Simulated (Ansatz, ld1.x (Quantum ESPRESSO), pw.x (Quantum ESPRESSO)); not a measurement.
## mercury: does the PAW potential hold in the solid?

| Item | Value |
| --- | --- |
| Element | mercury |
| Generator | ld1.x (Quantum ESPRESSO) 7.5 |
| Type | PAW |
| Functional | PBEsol |
| Relativity | scalar-relativistic |
| Frozen core | [Xe] 4f14 |
| Valence charge | 12 |
| Reference configuration | 5d10 6s2 6p0 |
| Partial waves | 6s (bound): rcut 2.50, rcutus 2.70 bohr; 6s channel at 1.95 Ry: rcut 2.50, rcutus 2.70 bohr; 6p (bound, empty): rcut 2.65, rcutus 3.40 bohr; 6p channel at 0.75 Ry: rcut 2.65, rcutus 3.40 bohr; 5d (bound): rcut 1.20, rcutus 1.60 bohr; 5d channel at 0.6 Ry: rcut 1.20, rcutus 1.60 bohr |
| Local potential | all-electron potential smoothed inside 3.20 bohr (lloc = -1) |
| Core correction | Bessel-smoothed model core inside 0.90 bohr |
| Augmentation charge | PSQ, inside the norm-conserving radii |

Crystal test: fcc Hg in pw.x 7.5, no spin, 12³ k-points, Fermi–Dirac smearing 0.01 Ry, cutoffs 100/800 Ry. The reference is all-electron LAPW (Ansatz 0.2.0) with the same functional, mesh and smearing; V0 and B0 come from Birch–Murnaghan fits to the pressures at five volumes. Errors are pseudo minus all-electron; Δ is the rms difference of the E(V) curves that follow from these fits, minima aligned, over ±6 % about the mean V0. Mesh and smearing are coarse, so the numbers serve the comparison and aren't converged zero-temperature values; the lattice is a test structure that the element need not adopt.

```
V (Å³/atom)  P all-electron (GPa)  P pseudo (GPa)
     22.180                  2.36            3.64
     22.763                  1.07            2.16
     23.347                  0.03            0.97
     23.931                 -0.81            0.00
     24.514                 -1.47           -0.77
```

All-electron: a0 = 4.538 Å (V0 = 23.36 Å³/atom), B0 = 37.1 GPa.

Pseudopotential: mean pressure error (GPa): +0.97; a0 (Å): 4.575; a0 error (%): +0.81; B0 error (%): -4.8; Δ (meV/atom): 4.6. The largest radius (3.40 bohr) exceeds half the bond length (3.03 bohr), so the spheres overlap, which is one possible source of error among others. This is a poor potential for the solid. Atomic configuration tests: 1 of 7 tests not solved or not reliable.

Task: At the middle volume, how do free energy and pressure move when the wave cutoff is lowered (ecutrho held at 800 Ry)?

Result:

```csv
cutoff (Ry),shift of F (meV/atom),shift of P (GPa)
45,+89.9,-0.44
60,+45.2,-1.29
80,+4.4,+0.15
```

Input at the middle volume:

```
&control
  calculation='scf', prefix='x', pseudo_dir='./', outdir='./tmp', tstress=.true., disk_io='low'
/
&system
  ibrav=0, nat=1, ntyp=1, ecutwfc=100, ecutrho=800, nbnd=14,
  occupations='smearing', smearing='fd', degauss=0.01
/
&electrons
  conv_thr=1e-09, mixing_beta=0.4, electron_maxstep=70
/
ATOMIC_SPECIES
Hg 1.0 Hg.UPF
CELL_PARAMETERS angstrom
  0.00000000 2.26847342 2.26847342
  2.26847342 0.00000000 2.26847342
  2.26847342 2.26847342 0.00000000
ATOMIC_POSITIONS crystal
Hg 0.0000 0.0000 0.0000
K_POINTS automatic
12 12 12 0 0 0
```

```bash
pw.x < Hg.scf.in > Hg.scf.out
```

Lines of the output:

```
Message from routine setup:
     using ibrav=0 with symmetry is DISCOURAGED, use correct ibrav instead
     lattice parameter (alat)  =       6.0624  a.u.
     unit-cell volume          =     157.5534 (a.u.)^3
     number of electrons       =        12.00
     number of Kohn-Sham states=           14
     kinetic-energy cutoff     =     100.0000  Ry
     charge density cutoff     =     800.0000  Ry
     scf convergence threshold =      1.0E-09
     Exchange-correlation= SLA  PW   PSX  PSC
     number of k points=    72  Fermi-Dirac smearing, width (Ry)=  0.0100
     iteration #  1     ecut=   100.00 Ry     beta= 0.40
     total energy              =    -794.27938447 Ry
     estimated scf accuracy    <       0.01113773 Ry
     iteration #  2     ecut=   100.00 Ry     beta= 0.40
     total energy              =    -794.28065373 Ry
     estimated scf accuracy    <       0.00085987 Ry
     iteration #  3     ecut=   100.00 Ry     beta= 0.40
     total energy              =    -794.28064911 Ry
     estimated scf accuracy    <       0.00020914 Ry
     iteration #  4     ecut=   100.00 Ry     beta= 0.40
     total energy              =    -794.28065752 Ry
     estimated scf accuracy    <       0.00000093 Ry
     iteration #  5     ecut=   100.00 Ry     beta= 0.40
     total energy              =    -794.28065772 Ry
     estimated scf accuracy    <       0.00000068 Ry
     iteration #  6     ecut=   100.00 Ry     beta= 0.40
     total energy              =    -794.28065694 Ry
     estimated scf accuracy    <       0.00000372 Ry
     iteration #  7     ecut=   100.00 Ry     beta= 0.40
     total energy              =    -794.28065729 Ry
     estimated scf accuracy    <       0.00000014 Ry
     iteration #  8     ecut=   100.00 Ry     beta= 0.40
     the Fermi energy is    11.6429 ev
!    total energy              =    -794.28065731 Ry
     estimated scf accuracy    <          2.8E-10 Ry
     smearing contrib. (-TS)   =      -0.00130037 Ry
     The total energy is F=E-TS. E is the sum of the following terms:
     one-electron contribution =      -1.71665583 Ry
     hartree contribution      =      14.17215922 Ry
     xc contribution           =     -73.01980256 Ry
     ewald contribution        =     -77.00629165 Ry
     one-center paw contrib.   =    -656.70876613 Ry
     convergence has been achieved in   8 iterations
          total   stress  (Ry/bohr**3)                   (kbar)     P=        9.69
```

The run at the middle volume (72 k-points, 8 iterations) took about 45 s on one core of a shared host (Neoverse-V1, 32 threads, 247 GiB, load 26).
